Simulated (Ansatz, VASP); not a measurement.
TiB2: VASP beside Ansatz

The input INCAR:

```
SYSTEM = TiB2
ALGO = Normal
EDIFF = 1E-7
ENCUT = 520
GGA = PE
ISIF = 2
ISMEAR = -1
LASPH = .TRUE.
LCHARG = .TRUE.
LELF = .TRUE.
LREAL = .FALSE.
LVHAR = .TRUE.
LWAVE = .FALSE.
NBANDS = 16
NELM = 60
PREC = Accurate
SIGMA = 0.05
```

The input KPOINTS:

```
k-points
0
G
  10 10 8
  0 0 0
```

File POSCAR:

```
TiB2
1.0
    3.0690624661      0.0000000000      0.0000000000
   -1.5345312330      2.6578860614      0.0000000000
    0.0000000000      0.0000000000      3.2708838193
Ti B
1 2
Direct
    0.0000000000      0.0000000000      0.0000000000
    0.6666666667      0.3333333333      0.5000000000
    0.3333333333      0.6666666667      0.5000000000
```

Contents of input.yaml:

```yaml
crystal:
  lattice:
    - [3.0690624661, 0.0, 0.0]
    - [-1.534531233, 2.6578860614, 0.0]
    - [0.0, 0.0, 3.2708838193]
  atoms:
    - { symbol: Ti, position: [0.0, 0.0, 0.0] }
    - { symbol: B, position: [0.6666666667, 0.3333333333, 0.5] }
    - { symbol: B, position: [0.3333333333, 0.6666666667, 0.5] }
kpoints:
  mp_grid: { grid: [10, 10, 8] }
scf:
  occupations: { method: fermi_dirac, width: 0.05 }
hamiltonian:
  xc: pbe
  pseudopotentials: { kind: all_electron, lapw: { basis_error: 0.001 } }
output:
  forces: true
  stress: true
  eigenvalues: true
```

Change from the starting cell: volume scaled by 1.04.

Alike in both runs: task single point; functional PBE; k mesh 10 × 10 × 8; occupations fermi-dirac, width 0.05 eV; no spin polarisation.

|  | VASP | Ansatz |
| --- | --- | --- |
| version | VASP 6.6.1 | Ansatz 0.2.0 |
| potentials or method | VASP PAW PBE potentials, release 64 (Ti_sv, B) | all-electron LAPW, scalar-relativistic |
| plane-wave cutoff (eV) | 520 | see its input |

Ansatz gave:

```
gap on the k mesh at the Fermi level (eV)       : none
pressure (GPa)                                  : -9.0
largest component of the traceless stress (GPa) : 1.10
```

Estimate VASP's values.

gap on the k mesh at the Fermi level (eV): none; pressure (GPa): -8.8; largest component of the traceless stress (GPa): 1.08.

A gap of «none» marks a metal or a gap that the smearing closes. Ansatz ran all-electron here, so the differences hold the error of VASP's frozen core and of both bases.
